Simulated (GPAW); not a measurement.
Entries from a set of simulations; values are calculated unless marked as measured.

```xyz
2
Lattice="0.000 2.672 2.672 2.672 0.000 2.672 2.672 2.672 0.000" Properties=species:S:1:pos:R:3 pbc="T T T" subject="KF (Carobbiite): G0W0 with GPAW, start to end" method="DFT, PBE, plane waves, PAW (and 1 further level or step)" program="GPAW 26.7.0" settings_of_one_run="cutoff 600 eV, GPAW PAW setups 1.2.1 data release, 6×6×6 k-mesh, nbands 210" cost="4 runs, 3.4 min in all on 4 MPI ranks of Intel Xeon Platinum 8488C (Sapphire Rapids), shared host (the runs of this entry)" notes="The cell and positions come from the Crystallography Open Database and are kept as given unless a step says otherwise. Bands and cutoff are finite, so the gap is not at the basis limit. The miss can reach some tenths of an eV and take either sign; the mesh is an error of its own." pbe_gap="6.18 eV, direct" g0w0_gap_on_the_mesh="9.61 eV" gw_settings="6×6×6 mesh, 200 bands, screening to 175 eV, Godby-Needs plasmon pole" known_limits="not at the basis limit"
K     0.000    0.000    0.000
F     2.672    2.672    2.672
```

[Paths, hosts, dates, memory and timing lines, banners, echoed tables and standing remarks are left out of the program output.]

[Logs are printed without paths, hosts, clocks, repeated set-up lines and the standing remarks that a program may print on its own settings, such as how far it seeks lower states.]

[Runs of the session that timed out or met a known fault of the program may be left out.]

[Hosts, paths, dates, database ids (printed as entryN), source tags and the programs' standing remarks are cut or masked in the printed files.]
